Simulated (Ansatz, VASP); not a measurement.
Given: the input of a run of Ansatz 0.2.0 on Sc.

File input.yaml:

```yaml
crystal:
  lattice:
    - [0.0, 2.2138646057, 2.2138646057]
    - [2.2138646057, 0.0, 2.2138646057]
    - [2.2138646057, 2.2138646057, 0.0]
  atoms:
    - { symbol: Sc, position: [0.0, 0.0, 0.0] }
kpoints:
  mp_grid: { grid: [10, 10, 10] }
scf:
  occupations: { method: fermi_dirac, width: 0.05 }
hamiltonian:
  xc: pbe
  pseudopotentials: { kind: all_electron, lapw: { basis_error: 0.0005 } }
output:
  forces: true
  stress: true
  eigenvalues: true
```

Potentials or basis: all-electron LAPW, scalar-relativistic.

Command:

```console
$ ansatz run input.yaml --threads 1 --pin off --max-ram 2560MiB --backend cpu --events-out ev --progress --plain --runs-dir out
```

**Question.** Translate it to VASP 6.6.1. Potentials there: VASP PAW PBE potentials, release 64 (Sc_sv).

**Answer.** As run (the cutoff follows the program's own potentials):

INCAR

```
SYSTEM = Sc
ALGO = Normal
EDIFF = 1E-7
ENCUT = 520
GGA = PE
ISIF = 2
ISMEAR = -1
LASPH = .TRUE.
LCHARG = .TRUE.
LELF = .TRUE.
LREAL = .FALSE.
LVHAR = .TRUE.
LWAVE = .FALSE.
NBANDS = 12
NELM = 60
PREC = Accurate
SIGMA = 0.05
```

The input KPOINTS:

```
k-points
0
G
  10 10 10
  0 0 0
```

Contents of POSCAR:

```
Sc
1.0
    0.0000000000      2.2138646057      2.2138646057
    2.2138646057      0.0000000000      2.2138646057
    2.2138646057      2.2138646057      0.0000000000
Sc
1
Direct
    0.0000000000      0.0000000000      0.0000000000
```

Potentials or basis: VASP PAW PBE potentials, release 64 (Sc_sv).

Command:

```console
$ cat potpaw_PBE.64/Sc_sv/POTCAR > POTCAR
$ mpirun -np 1 vasp_std > vasp.out
```

Both were run:

|  | VASP | Ansatz | Ansatz less VASP |
| --- | --- | --- | --- |
| gap on the k mesh at the Fermi level (eV) | none | none | - |
| pressure (GPa) | 8.1 | 8.1 | -0.06 |

A gap of «none» marks a metal or a gap that the smearing closes. Ansatz ran all-electron here, so the differences hold the error of VASP's frozen core and of both bases.
